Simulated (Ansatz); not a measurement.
# Si: the cost of one run

Method: DFT PBE, scalar-relativistic, plane waves, PAW, in Ansatz 0.2.0.

3 further runs of the same task are left out: 1 that didn't finish, 2 set aside as unsound or not needed.

### 1 Starting point

It takes space group P6/mmm (No. 191, hexagonal). Conventional cell: a = 2.642 Å, b = 2.642 Å, c = 2.497 Å, α = 90.00°, β = 90.00°, γ = 120.00°. Around Si (site symmetry 6/mmm) lie 8 Si at 2.50 to 2.64 Å.

As a file:

```cif
data_structure
_symmetry_space_group_name_H-M 'P6/mmm'
_symmetry_Int_Tables_number 191
_cell_length_a 2.6421
_cell_length_b 2.6421
_cell_length_c 2.4969
_cell_angle_alpha 90.000
_cell_angle_beta 90.000
_cell_angle_gamma 120.000
_cell_volume 15.10
loop_
_atom_site_label
_atom_site_type_symbol
_atom_site_symmetry_multiplicity
_atom_site_Wyckoff_symbol
_atom_site_fract_x
_atom_site_fract_y
_atom_site_fract_z
_atom_site_occupancy
Si1 Si 1 a 0.00000 0.00000 0.00000 1
```

It goes back to an entry of the Materials Project, which need not be the stable form.

This cell was relaxed beforehand with the same method: volume 15.10 Å³/atom, gap on the mesh none (metal).

### 2 Zero of energy

Reference values: F = -635.5060 eV; pressure 0.03 GPa; largest force 0.000 eV/Å; gap on the mesh none (metal). It was computed beforehand with the settings of the runs below.

### 3 Next: a strain scan

The cell is strained by ε times the Voigt pattern (1, -1, 0, 0, 0, 0) (xx, yy, zz, yz, xz, xy; engineering shear), with fractional coordinates fixed (clamped ions). The stress on the pattern is the sum of the stress components weighted by it, tension positive.

### 4 ε = -0.0600

File input.yaml:

```yaml
crystal:
  lattice:
    - [2.4835884867, 0.0, 0.0]
    - [-1.2417942434, 2.42542741, 0.0]
    - [0.0, 0.0, 2.4969085588]
  atoms:
    - { symbol: Si, position: [0.0, 0.0, 0.0] }
basis:
  ecutwfc: 420
kpoints:
  mp_grid: { grid: [24, 24, 24] }
hamiltonian:
  xc: pbe
scf:
  occupations: { method: gaussian, width: 0.15 }
output:
  forces: true
  stress: true
  eigenvalues: true
  write_density: true
  write_potential: true
  elf: true
  volumetric_format: npy
```

Started as:

```bash
ansatz run input.yaml --threads 1 --pin off --max-ram 2560MiB --backend cpu --events-out ev --progress --plain --runs-dir out
```

What time and memory should one allow on 1 thread of Intel Xeon 6975P-C (Granite Rapids), shared host?

About 9 s, with a peak of 0.57 GiB.
